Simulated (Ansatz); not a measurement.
**Structure search: one PtS2 candidate**

Method: DFT PBE, scalar-relativistic, plane waves, PAW in Ansatz 0.2.0. Cutoff 420 eV, Gaussian smearing, Γ-centred meshes. Cell and atoms relax first on a coarse mesh and then on a finer one. In between, the cell is made exact in the group found at 0.06 Å. In metals the finer mesh still leaves noise of several meV/atom or more. The steps can't lower the symmetry of their start. No spin polarisation in the relaxation; trial moments died out in a coarse test.

The cell of PtS2 is invented: random cell by space group and Wyckoff sites (P4_2/mnm, No. 136). The dimensions are guesses.

```cif
data_structure
_symmetry_space_group_name_H-M 'P4_2/mnm'
_symmetry_Int_Tables_number 136
_cell_length_a 4.2935
_cell_length_b 4.2935
_cell_length_c 8.4011
_cell_angle_alpha 90.000
_cell_angle_beta 90.000
_cell_angle_gamma 90.000
_cell_volume 154.87
loop_
_atom_site_label
_atom_site_type_symbol
_atom_site_symmetry_multiplicity
_atom_site_Wyckoff_symbol
_atom_site_fract_x
_atom_site_fract_y
_atom_site_fract_z
_atom_site_occupancy
Pt1 Pt 2 a 0.00000 0.00000 0.00000 1
S1 S 4 g 0.69143 0.30857 0.00000 1
```

Energies over the elements count from the elements' standard structures at the same level, with no fitted energy shifts.

Q: Which structure results?

A: The symmetry stays P4_2/mnm (No. 136). The end has the rutile type. The volume per atom shrinks by 26.7 %, from 25.8 to 18.9 Å³. The shortest distance goes from 1.87 Å (Pt–S) to 2.39 Å (Pt–S). The ratio c/a of the conventional cell changes by a factor of 0.36. The energy falls by about 1.8 eV/atom (the start's value is from the coarse mesh). Conventional cell: a = 5.451 Å, c = 3.820 Å. Pt has 6 S at 2.39–2.41 Å; S is surrounded by 3 Pt at 2.39–2.41 Å.

```
Pt S
1.0
     5.45146    0.00000    0.00000
     0.00000    5.45146    0.00000
     0.00000    0.00000    3.82049
Pt S
2 4
Direct
  0.00000 0.00000 0.00000
  0.50000 0.50000 0.50000
  0.69014 0.30986 0.00000
  0.30986 0.69014 0.00000
  0.19014 0.19014 0.50000
  0.80986 0.80986 0.50000
```

Q: Give its energy and gap.

A: The formation energy is −0.03 eV/atom. The gap on the 8×8×10 mesh of the 6-atom cell is 0 eV (a metal).

The formation energy is too near zero to say whether this cell lies below the elements.

The last run used Gaussian smearing of 0.10 eV. For metals, differences of a few meV/atom aren't resolved. These runs have no spin–orbit coupling, which can matter for Pt. The reference form of S is held partly by dispersion forces, which this level lacks. Symmetry constrained the relaxation, so the result can be a saddle point. In all, the 4 runs took 3.4 min on 1 thread of Arm Neoverse V2, on a shared host. Another cell of PtS2 relaxed alike, in P-3m1 (a cell as deposited in COD), lies 0.35 eV/atom lower, so this cell isn't the stable form at this level.
